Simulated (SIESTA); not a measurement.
Runs of SIESTA 5.4.2 on Sr. The cell holds a slab with vacuum, 4 atoms: a = 4.310 Å, b = 4.310 Å, c = 25.575 Å, α = 90.00°, β = 90.00°, γ = 120.00°. The slab is cut from a database's or a generator's crystal, which needn't be the stable form of the element.

| potentials or basis | gap on the mesh (eV) | largest force (eV/Å) |
| --- | --- | --- |
| SG15 1.2 (PBE files) or PseudoDojo by element, DZP (energy shift 0.003 Ry; two zetas on semicore shells; d shell added on Sr) | none | (a) |
| PseudoDojo 0.4 stringent (PBE files), DZP (energy shift 0.003 Ry; two zetas on semicore shells; d shell added on Sr) | none | 0.07 |
| SPMS 1.0 (PBE files) or PseudoDojo by element, DZP (energy shift 0.003 Ry; two zetas on semicore shells; d shell added on Sr) | none | 0.10 |
| PseudoDojo 0.5 standard (PBE files), DZP (energy shift 0.003 Ry; two zetas on semicore shells; d shell added on Sr) | none | 0.07 |
| PseudoDojo 0.4 standard (PBE files), DZP (energy shift 0.003 Ry; two zetas on semicore shells; d shell added on Sr) | none | 0.07 |

Alike in all rows: task single point; level PBE; no spin polarisation; cell as given; k mesh 7 × 7 × 1; smearing fermi-dirac 0.05 eV; grid cutoff 500 Ry; energy shift 0.003 Ry.

Fill in the values left out.

(a) 0.13.

Caveats: the basis of atomic orbitals isn't converged, which shifts pressures, moduli and gaps.

A k mesh can miss the band edges, and the runs leave out spin-orbit coupling on Sr.

A gap of «none» marks a metal or a gap under the smearing width.
